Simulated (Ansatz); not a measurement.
Ansatz input file:

```yaml
crystal:
  lattice:
    - [4.0322290446, 0.0, 0.0]
    - [0.0, 4.0322290446, 0.0]
    - [0.0, 0.0, 4.265334604]
  atoms:
    - { symbol: K, position: [0.0, 0.0, 0.0085196338] }
    - { symbol: Nb, position: [0.5, 0.5, 0.4909406183] }
    - { symbol: O, position: [0.5, 0.5, 0.0568278941] }
    - { symbol: O, position: [0.5, 0.0, 0.5428559269] }
    - { symbol: O, position: [0.0, 0.5, 0.5428559269] }
basis:
  ecutwfc: 420
kpoints:
  mp_grid: { grid: [8, 8, 8] }
hamiltonian:
  xc: pbe
scf:
  occupations: { method: gaussian, width: 0.02 }
output:
  forces: true
  stress: true
  eigenvalues: true
  write_density: true
  write_potential: true
  elf: true
  volumetric_format: npy
relax:
  adjacent_minimum: "off"
  f_tol: 0.01
  max_steps: 30
  cell: { stress_tol: 0.1, fix: [volume] }
```

Launched with
```bash
ansatz run input.yaml --threads 1 --pin off --max-ram 2560MiB --backend cpu --events-out ev --progress --plain --runs-dir out
```

The calculation used DFT PBE, scalar-relativistic, plane waves, PAW in Ansatz.

Abridged output (iterations and final results):

```
SCF iter   1: F=—  HF=-7797.556391 eV  |F-HF|=—  |Δ(HF+E_count)|=         —  Δρ=1.63e-3  dr2=1.18e-3  ethr=1.77e-3  ⟨swp⟩=6.5  Hψ=9261  notcnv=0
SCF iter   2: F=—  HF=-7797.556809 eV  |F-HF|=—  |Δ(HF+E_count)|=   4.18e-4  Δρ=8.55e-4  dr2=3.18e-4  ethr=2.95e-6  ⟨swp⟩=2.1  Hψ=3464  notcnv=0  defer=54
SCF iter   3: F=—  HF=-7797.556873 eV  |F-HF|=—  |Δ(HF+E_count)|=   6.45e-5  Δρ=4.32e-4  dr2=5.66e-5  ethr=7.96e-7  ⟨swp⟩=2.1  Hψ=2457  notcnv=0  defer=54
SCF iter   4: F=—  HF=-7797.557255 eV  |F-HF|=—  |Δ(HF+E_count)|=   3.82e-4  Δρ=1.52e-4  dr2=1.21e-5  ethr=1.42e-7  ⟨swp⟩=3.0  Hψ=3553  notcnv=0  defer=54
SCF iter   5: F=—  HF=-7797.557261 eV  |F-HF|=—  |Δ(HF+E_count)|=   5.85e-6  Δρ=5.95e-5  dr2=2.25e-6  ethr=3.02e-8  ⟨swp⟩=2.1  Hψ=2621  notcnv=0  defer=54
SCF iter   6: F=—  HF=-7797.557261 eV  |F-HF|=—  |Δ(HF+E_count)|=   4.08e-9  Δρ=1.56e-5  dr2=2.15e-7  ethr=5.62e-9  ⟨swp⟩=2.0  Hψ=2681  notcnv=0  defer=54
SCF iter   7: F=-7797.557261 eV  HF=-7797.557261 eV  |F-HF|=7.11e-9  |Δ(HF+E_count)|=   5.96e-8  Δρ=4.76e-6  dr2=2.00e-8  ethr=2.50e-10  ⟨swp⟩=10.9  Hψ=11927  notcnv=0
SCF 1 converged in 7 iterations: F = -7797.557261 eV  dr2 = 2.00e-8
relax step   1: F+E_penalty+E_count = -7797.55726112 eV  Δ(F+E_penalty+E_count) = +0.000e0 eV  max|allowed force component| = 5.332e-1 eV/Å  Δτ_max = 0.0000 Å  P = -4.568 GPa  Ω = 69.350 Å³  fix = [volume]  reactions: volume -4.568 GPa (7 SCF iters, dr2 threshold 1.00e-7 eV, accepted)
Basis set: ecut = 420 eV, 1375 PW (Γ), exchange–correlation on 54×54×60 points (8 copies of the dense FFT grid, shifted against one another)
Initial density: handed on by an earlier stage of this run
Initial wavefunctions: those handed on with the density
SCF iter   1: F=—  HF=-7797.566050 eV  |F-HF|=—  |Δ(HF+E_count)|=         —  Δρ=3.01e-3  dr2=4.98e-3  ethr=1.25e-5  ⟨swp⟩=2.0  Hψ=9742  notcnv=0
SCF iter   2: F=—  HF=-7797.565138 eV  |F-HF|=—  |Δ(HF+E_count)|=   9.12e-4  Δρ=1.50e-3  dr2=1.04e-3  ethr=1.24e-5  ⟨swp⟩=2.0  Hψ=3171  notcnv=0
SCF iter   3: F=—  HF=-7797.564974 eV  |F-HF|=—  |Δ(HF+E_count)|=   1.64e-4  Δρ=7.65e-4  dr2=3.20e-4  ethr=2.61e-6  ⟨swp⟩=2.0  Hψ=2736  notcnv=0
SCF iter   4: F=—  HF=-7797.565295 eV  |F-HF|=—  |Δ(HF+E_count)|=   3.21e-4  Δρ=1.59e-4  dr2=1.71e-5  ethr=8.01e-7  ⟨swp⟩=2.8  Hψ=3377  notcnv=0
SCF iter   5: F=—  HF=-7797.565298 eV  |F-HF|=—  |Δ(HF+E_count)|=   3.06e-6  Δρ=1.30e-4  dr2=1.06e-5  ethr=4.26e-8  ⟨swp⟩=2.0  Hψ=2912  notcnv=0
SCF iter   6: F=-7797.565296 eV  HF=-7797.565296 eV  |F-HF|=3.27e-7  |Δ(HF+E_count)|=   1.69e-6  Δρ=3.08e-5  dr2=4.75e-7  ethr=1.25e-9  ⟨swp⟩=7.1  Hψ=12541  notcnv=0
SCF 2 converged in 6 iterations: F = -7797.565296 eV  dr2 = 4.75e-7
relax step   2: F+E_penalty+E_count = -7797.56529625 eV  Δ(F+E_penalty+E_count) = -8.035e-3 eV  max|allowed force component| = 4.468e-1 eV/Å  Δτ_max = 0.0267 Å  P = -3.467 GPa  Ω = 69.350 Å³  energy of the carried Pulay correction = +7.278e-17 eV  fix = [volume]  reactions: volume -3.467 GPa (6 SCF iters, dr2 threshold 5.00e-7 eV, accepted)
SCF iter   1: F=—  HF=-7797.570456 eV  |F-HF|=—  |Δ(HF+E_count)|=         —  Δρ=1.63e-3  dr2=1.99e-3  ethr=4.86e-6  ⟨swp⟩=2.0  Hψ=9967  notcnv=0
SCF iter   2: F=—  HF=-7797.570027 eV  |F-HF|=—  |Δ(HF+E_count)|=   4.29e-4  Δρ=8.29e-4  dr2=4.15e-4  ethr=4.86e-6  ⟨swp⟩=2.5  Hψ=2934  notcnv=0
SCF iter   3: F=—  HF=-7797.570293 eV  |F-HF|=—  |Δ(HF+E_count)|=   2.66e-4  Δρ=4.97e-4  dr2=1.73e-4  ethr=1.04e-6  ⟨swp⟩=2.0  Hψ=2868  notcnv=0
SCF iter   4: F=—  HF=-7797.570262 eV  |F-HF|=—  |Δ(HF+E_count)|=   3.04e-5  Δρ=1.26e-4  dr2=9.92e-6  ethr=4.32e-7  ⟨swp⟩=2.0  Hψ=2562  notcnv=0
SCF iter   5: F=-7797.570262 eV  HF=-7797.570262 eV  |F-HF|=1.97e-7  |Δ(HF+E_count)|=   5.15e-7  Δρ=2.20e-5  dr2=3.24e-7  ethr=1.25e-9  ⟨swp⟩=7.8  Hψ=14077  notcnv=0
SCF 3 converged in 5 iterations: F = -7797.570262 eV  dr2 = 3.24e-7
relax step   3: F+E_penalty+E_count = -7797.57026188 eV  Δ(F+E_penalty+E_count) = -4.966e-3 eV  max|allowed force component| = 2.619e-1 eV/Å  Δτ_max = 0.0142 Å  P = -2.686 GPa  Ω = 69.350 Å³  energy of the carried Pulay correction = -3.639e-17 eV  fix = [volume]  reactions: volume -2.686 GPa (5 SCF iters, dr2 threshold 5.00e-7 eV, accepted)
SCF iter   1: F=—  HF=-7797.574193 eV  |F-HF|=—  |Δ(HF+E_count)|=         —  Δρ=1.67e-3  dr2=1.13e-3  ethr=2.76e-6  ⟨swp⟩=2.0  Hψ=10061  notcnv=0
SCF iter   2: F=—  HF=-7797.574056 eV  |F-HF|=—  |Δ(HF+E_count)|=   1.38e-4  Δρ=8.79e-4  dr2=2.37e-4  ethr=2.76e-6  ⟨swp⟩=2.6  Hψ=3036  notcnv=0
SCF iter   3: F=—  HF=-7797.574353 eV  |F-HF|=—  |Δ(HF+E_count)|=   2.98e-4  Δρ=4.16e-4  dr2=9.13e-5  ethr=5.92e-7  ⟨swp⟩=2.0  Hψ=2865  notcnv=0
SCF iter   4: F=—  HF=-7797.574349 eV  |F-HF|=—  |Δ(HF+E_count)|=   4.44e-6  Δρ=9.80e-5  dr2=5.44e-6  ethr=2.28e-7  ⟨swp⟩=2.0  Hψ=2383  notcnv=0
SCF iter   5: F=—  HF=-7797.574350 eV  |F-HF|=—  |Δ(HF+E_count)|=   1.36e-6  Δρ=3.30e-5  dr2=6.49e-7  ethr=1.36e-8  ⟨swp⟩=2.4  Hψ=3047  notcnv=0
SCF iter   6: F=-7797.574350 eV  HF=-7797.574350 eV  |F-HF|=4.78e-8  |Δ(HF+E_count)|=   5.08e-8  Δρ=1.35e-5  dr2=1.22e-7  ethr=1.25e-9  ⟨swp⟩=9.0  Hψ=12590  notcnv=0
SCF 4 converged in 6 iterations: F = -7797.574350 eV  dr2 = 1.22e-7
relax step   4: F+E_penalty+E_count = -7797.57435020 eV  Δ(F+E_penalty+E_count) = -4.088e-3 eV  max|allowed force component| = 8.359e-2 eV/Å  Δτ_max = 0.0132 Å  P = -1.885 GPa  Ω = 69.350 Å³  energy of the carried Pulay correction = -3.639e-17 eV  fix = [volume]  reactions: volume -1.885 GPa (6 SCF iters, dr2 threshold 5.00e-7 eV, accepted)
Basis set: ecut = 420 eV, 1351 PW (Γ), exchange–correlation on 54×54×60 points (8 copies of the dense FFT grid, shifted against one another)
SCF iter   1: F=—  HF=-7797.578374 eV  |F-HF|=—  |Δ(HF+E_count)|=         —  Δρ=2.31e-3  dr2=4.69e-3  ethr=1.15e-5  ⟨swp⟩=1.9  Hψ=9895  notcnv=0
SCF iter   2: F=—  HF=-7797.577275 eV  |F-HF|=—  |Δ(HF+E_count)|=   1.10e-3  Δρ=1.17e-3  dr2=1.30e-3  ethr=1.15e-5  ⟨swp⟩=2.0  Hψ=2296  notcnv=0
SCF iter   3: F=—  HF=-7797.576987 eV  |F-HF|=—  |Δ(HF+E_count)|=   2.88e-4  Δρ=9.20e-4  dr2=5.89e-4  ethr=3.25e-6  ⟨swp⟩=2.0  Hψ=2924  notcnv=0
SCF iter   4: F=—  HF=-7797.576867 eV  |F-HF|=—  |Δ(HF+E_count)|=   1.20e-4  Δρ=1.97e-4  dr2=3.29e-5  ethr=1.47e-6  ⟨swp⟩=2.0  Hψ=2565  notcnv=0
SCF iter   5: F=—  HF=-7797.577135 eV  |F-HF|=—  |Δ(HF+E_count)|=   2.68e-4  Δρ=1.10e-4  dr2=7.11e-6  ethr=8.23e-8  ⟨swp⟩=2.3  Hψ=2866  notcnv=0
SCF iter   6: F=—  HF=-7797.577135 eV  |F-HF|=—  |Δ(HF+E_count)|=   1.71e-7  Δρ=4.40e-5  dr2=9.21e-7  ethr=1.78e-8  ⟨swp⟩=2.0  Hψ=2562  notcnv=0
SCF iter   7: F=-7797.577136 eV  HF=-7797.577136 eV  |F-HF|=5.60e-8  |Δ(HF+E_count)|=   7.94e-7  Δρ=1.05e-5  dr2=6.42e-8  ethr=1.09e-9  ⟨swp⟩=9.1  Hψ=12646  notcnv=0
SCF 5 converged in 7 iterations: F = -7797.577136 eV  dr2 = 6.42e-8
relax step   5: F+E_penalty+E_count = -7797.57713608 eV  Δ(F+E_penalty+E_count) = -2.786e-3 eV  max|allowed force component| = 2.588e-2 eV/Å  Δτ_max = 0.0302 Å  P = -1.438 GPa  Ω = 69.350 Å³  energy of the carried Pulay correction = +2.184e-16 eV  fix = [volume]  reactions: volume -1.438 GPa (7 SCF iters, dr2 threshold 4.37e-7 eV, accepted)
SCF iter   1: F=—  HF=-7797.576911 eV  |F-HF|=—  |Δ(HF+E_count)|=         —  Δρ=2.10e-4  dr2=2.83e-5  ethr=7.23e-8  ⟨swp⟩=2.1  Hψ=9476  notcnv=0
SCF iter   2: F=—  HF=-7797.577167 eV  |F-HF|=—  |Δ(HF+E_count)|=   2.57e-4  Δρ=1.04e-4  dr2=5.70e-6  ethr=7.08e-8  ⟨swp⟩=2.5  Hψ=3266  notcnv=0
SCF iter   3: F=—  HF=-7797.577167 eV  |F-HF|=—  |Δ(HF+E_count)|=   8.15e-7  Δρ=5.04e-5  dr2=1.66e-6  ethr=1.43e-8  ⟨swp⟩=2.0  Hψ=2900  notcnv=0
SCF iter   4: F=—  HF=-7797.577166 eV  |F-HF|=—  |Δ(HF+E_count)|=   2.66e-7  Δρ=1.46e-5  dr2=1.30e-7  ethr=4.14e-9  ⟨swp⟩=2.0  Hψ=2633  notcnv=0
SCF iter   5: F=-7797.577166 eV  HF=-7797.577166 eV  |F-HF|=9.82e-10  |Δ(HF+E_count)|=   1.99e-9  Δρ=3.63e-6  dr2=1.01e-8  ethr=1.05e-10  ⟨swp⟩=7.1  Hψ=10515  notcnv=0
SCF 6 converged in 5 iterations: F = -7797.577166 eV  dr2 = 1.01e-8
relax step   6: F+E_penalty+E_count = -7797.57716638 eV  Δ(F+E_penalty+E_count) = -3.030e-5 eV  max|allowed force component| = 2.071e-3 eV/Å  Δτ_max = 0.0016 Å  P = -1.326 GPa  Ω = 69.350 Å³  energy of the carried Pulay correction = +1.456e-16 eV  fix = [volume]  reactions: volume -1.326 GPa (5 SCF iters, dr2 threshold 4.19e-8 eV, accepted)
Initial wavefunctions: pseudopotential atomic-orbital guess (no wavefunctions were taken with the density)
SCF iter   1: F=—  HF=-7797.578149 eV  |F-HF|=—  |Δ(HF+E_count)|=         —  Δρ=2.02e-4  dr2=2.88e-6  ethr=4.15e-8  ⟨swp⟩=3.1  Hψ=14026  notcnv=0
SCF iter   2: F=—  HF=-7797.578484 eV  |F-HF|=—  |Δ(HF+E_count)|=   3.35e-4  Δρ=1.07e-4  dr2=8.14e-7  ethr=7.21e-9  ⟨swp⟩=2.0  Hψ=3370  notcnv=0
SCF iter   3: F=—  HF=-7797.578509 eV  |F-HF|=—  |Δ(HF+E_count)|=   2.50e-5  Δρ=1.79e-5  dr2=1.90e-7  ethr=2.04e-9  ⟨swp⟩=2.0  Hψ=3000  notcnv=0
SCF iter   4: F=—  HF=-7797.578509 eV  |F-HF|=—  |Δ(HF+E_count)|=   1.54e-8  Δρ=4.03e-6  dr2=6.65e-9  ethr=4.75e-10  ⟨swp⟩=2.0  Hψ=2663  notcnv=0
SCF iter   5: F=—  HF=-7797.578509 eV  |F-HF|=—  |Δ(HF+E_count)|=   2.76e-9  Δρ=1.67e-6  dr2=1.00e-9  ethr=1.66e-11  ⟨swp⟩=2.3  Hψ=2640  notcnv=0
SCF iter   6: F=-7797.578509 eV  HF=-7797.578509 eV  |F-HF|=1.82e-12  |Δ(HF+E_count)|=  8.22e-10  Δρ=2.67e-7  dr2=5.93e-11  ethr=1.00e-12  ⟨swp⟩=6.0  Hψ=8982  notcnv=0
SCF 7 converged in 6 iterations: F = -7797.578509 eV  dr2 = 5.93e-11
Basis set: ecut = 420 eV, 1335 PW (Γ), exchange–correlation on 54×54×60 points (8 copies of the dense FFT grid, shifted against one another)
SCF iter   1: F=—  HF=-7797.578428 eV  |F-HF|=—  |Δ(HF+E_count)|=         —  Δρ=5.28e-4  dr2=1.39e-4  ethr=4.27e-7  ⟨swp⟩=2.2  Hψ=9754  notcnv=0
SCF iter   2: F=—  HF=-7797.578403 eV  |F-HF|=—  |Δ(HF+E_count)|=   2.51e-5  Δρ=2.55e-4  dr2=3.77e-5  ethr=3.47e-7  ⟨swp⟩=2.0  Hψ=2723  notcnv=0
SCF iter   3: F=—  HF=-7797.578658 eV  |F-HF|=—  |Δ(HF+E_count)|=   2.55e-4  Δρ=1.55e-4  dr2=1.41e-5  ethr=9.43e-8  ⟨swp⟩=2.0  Hψ=2773  notcnv=0
SCF iter   4: F=—  HF=-7797.578656 eV  |F-HF|=—  |Δ(HF+E_count)|=   1.84e-6  Δρ=3.39e-5  dr2=1.07e-6  ethr=3.53e-8  ⟨swp⟩=2.2  Hψ=2730  notcnv=0
SCF iter   5: F=—  HF=-7797.578657 eV  |F-HF|=—  |Δ(HF+E_count)|=   1.61e-7  Δρ=2.47e-5  dr2=4.02e-7  ethr=2.68e-9  ⟨swp⟩=2.4  Hψ=2869  notcnv=0
SCF iter   6: F=-7797.578657 eV  HF=-7797.578657 eV  |F-HF|=2.06e-8  |Δ(HF+E_count)|=   5.85e-8  Δρ=7.25e-6  dr2=2.74e-8  ethr=2.12e-10  ⟨swp⟩=6.1  Hψ=11725  notcnv=0
SCF 8 converged in 6 iterations: F = -7797.578657 eV  dr2 = 2.74e-8
relax step   8: F+E_penalty+E_count = -7797.57865657 eV  Δ(F+E_penalty+E_count) = -1.473e-4 eV  max|allowed force component| = 8.456e-3 eV/Å  Δτ_max = 0.0035 Å  P = -1.050 GPa  Ω = 69.350 Å³  energy of the carried Pulay correction = -1.086e-5 eV  fix = [volume]  reactions: volume -1.050 GPa (6 SCF iters, dr2 threshold 8.50e-8 eV, accepted)
SCF iter   1: F=—  HF=-7797.578491 eV  |F-HF|=—  |Δ(HF+E_count)|=         —  Δρ=2.85e-5  dr2=9.13e-8  ethr=3.57e-8  ⟨swp⟩=3.2  Hψ=14043  notcnv=0
SCF iter   2: F=—  HF=-7797.578751 eV  |F-HF|=—  |Δ(HF+E_count)|=   2.60e-4  Δρ=1.63e-5  dr2=4.03e-8  ethr=2.28e-10  ⟨swp⟩=3.0  Hψ=3876  notcnv=0
SCF iter   3: F=—  HF=-7797.578752 eV  |F-HF|=—  |Δ(HF+E_count)|=   5.67e-7  Δρ=8.09e-6  dr2=1.28e-8  ethr=1.01e-10  ⟨swp⟩=2.0  Hψ=2684  notcnv=0
SCF iter   4: F=—  HF=-7797.578752 eV  |F-HF|=—  |Δ(HF+E_count)|=   1.51e-7  Δρ=1.67e-6  dr2=1.80e-9  ethr=3.19e-11  ⟨swp⟩=2.0  Hψ=2508  notcnv=0
SCF iter   5: F=—  HF=-7797.578752 eV  |F-HF|=—  |Δ(HF+E_count)|=   2.37e-9  Δρ=9.35e-7  dr2=4.43e-10  ethr=4.51e-12  ⟨swp⟩=2.2  Hψ=2673  notcnv=0
SCF iter   6: F=—  HF=-7797.578752 eV  |F-HF|=—  |Δ(HF+E_count)|=   1.70e-9  Δρ=7.04e-7  dr2=2.98e-10  ethr=1.00e-12  ⟨swp⟩=6.0  Hψ=8937  notcnv=0
SCF iter   7: F=-7797.578752 eV  HF=-7797.578752 eV  |F-HF|=7.28e-12  |Δ(HF+E_count)|=  5.46e-12  Δρ=1.25e-7  dr2=6.02e-12  ethr=1.00e-12  ⟨swp⟩=4.7  Hψ=8793  notcnv=0
SCF 9 converged in 7 iterations: F = -7797.578752 eV  dr2 = 6.02e-12
SCF converged after 7 iterations
Free energy (F): -7797.578752 eV
Harris-Foulkes:  -7797.578752 eV  (|F-HF|=7.28e-12)
Internal energy: -7797.578752 eV  (E = F + TS)
E sigma→0 (E₀):  -7797.578752 eV
Fermi energy:    8.392661 eV
--- Per-component energies (eV) ---
  E_band       = -261.323429
  E_kinetic    = 1172.470063
  E_local      = -2535.210816  (includes V_loc(G=0)·N_el)
  E_nonlocal   = 271.063693
  E_hartree    = 866.230986
  E_xc         = -532.888664
  E_vxc        = -661.180279  (∫ρ·V_xc dr)
  E_paw        = -4327.335706  (= ΣΔE_a)
  E_vpaw       = -240.935376  (= ΣTr[D̂ρ^β])
  E_aug_tail   = 0.007321  (compensation charges beyond the density's cutoff)
  E_ewald      = -2711.915628
  E_smearing   =  0.000000  (= −TS)
--- Forces (eV/Å), atoms counted from 1 ---
  atom   1  K      0.00000000     0.00000000    -0.00121790
  atom   2  Nb     0.00000000     0.00000000    -0.00845725
  atom   3  O      0.00000000     0.00000000     0.00679156
  atom   4  O      0.00000000     0.00000000     0.00144012
  atom   5  O      0.00000000     0.00000000     0.00144012
--- Stress (GPa, compression-positive) ---
       -1.043700       0.000000       0.000000
        0.000000      -1.043700       0.000000
        0.000000       0.000000      -1.060484
  P = ⅓ Tr σ = -1.0493 GPa (-10.493 kbar)
--- Band table (eV; the first three rows and the last of 75) ---
  k-point 0: bands = ["-47.3643", "-23.6829", "-23.4123", "-23.4123", "-20.1203", "-9.5810", "-9.1699", "-9.0074", "-3.6660", "-3.6218", "-3.6218", "5.0717", "5.0717", "5.1046", "5.4799", "5.4799", "5.7464", "6.1738", "6.6848", "6.6848", "9.1976", "10.6021", "10.6021", "12.8192", "13.1076"]
  k-point 1: bands = ["-47.3643", "-23.6893", "-23.4121", "-23.4121", "-20.1186", "-9.5746", "-9.1686", "-8.9634", "-3.6472", "-3.6203", "-3.6203", "4.6587", "4.9572", "4.9572", "5.5220", "5.5220", "5.7988", "6.1350", "6.6931", "6.6931", "9.2059", "10.7433", "10.7433", "13.1153", "13.2394"]
  k-point 2: bands = ["-47.3641", "-23.7045", "-23.4116", "-23.4116", "-20.1143", "-9.5689", "-9.1654", "-8.8429", "-3.6167", "-3.6167", "-3.6012", "3.8548", "4.7508", "4.7508", "5.5614", "5.5614", "5.7403", "6.0452", "6.7110", "6.7110", "9.2264", "11.0929", "11.0929", "13.1310", "14.1549"]
  k-point 74: bands = ["-47.3594", "-23.7124", "-23.5398", "-23.5398", "-20.0813", "-8.6246", "-8.3056", "-8.3056", "-3.8355", "-3.8355", "-3.7615", "2.3850", "2.8080", "3.3572", "3.4956", "3.8300", "3.8300", "6.9942", "6.9942", "7.5878", "12.3473", "12.3473", "12.6014", "15.2451", "16.1110"]
--- Relaxed structure (7 steps of the walk, 7 accepted, 2 SCFs on fresh bases) ---
  F+E_penalty+E_count = -7797.57875186 eV   max|allowed force component| = 8.457e-3 eV/Å   (the final SCF, on the basis selected at the relaxed cell)
  cell:  # Å, volume = 69.3495 Å³
    - [3.98113875, 0.0, 0.0]
    - [0.0, 3.98113875, 0.0]
    - [0.0, 0.0, 4.37551184]
  atoms:
    - { symbol: K, position: [0.0, 0.0, -0.00057057] }
    - { symbol: Nb, position: [0.5, 0.5, 0.48360543] }
    - { symbol: O, position: [0.5, 0.5, 0.06882510] }
    - { symbol: O, position: [0.5, 0.0, 0.54507001] }
    - { symbol: O, position: [0.0, 0.5, 0.54507001] }
```

The relaxation met its thresholds.

It took 2.5 min on 1 thread of Arm Neoverse V1, with other jobs on the host, peak memory 0.43 GiB.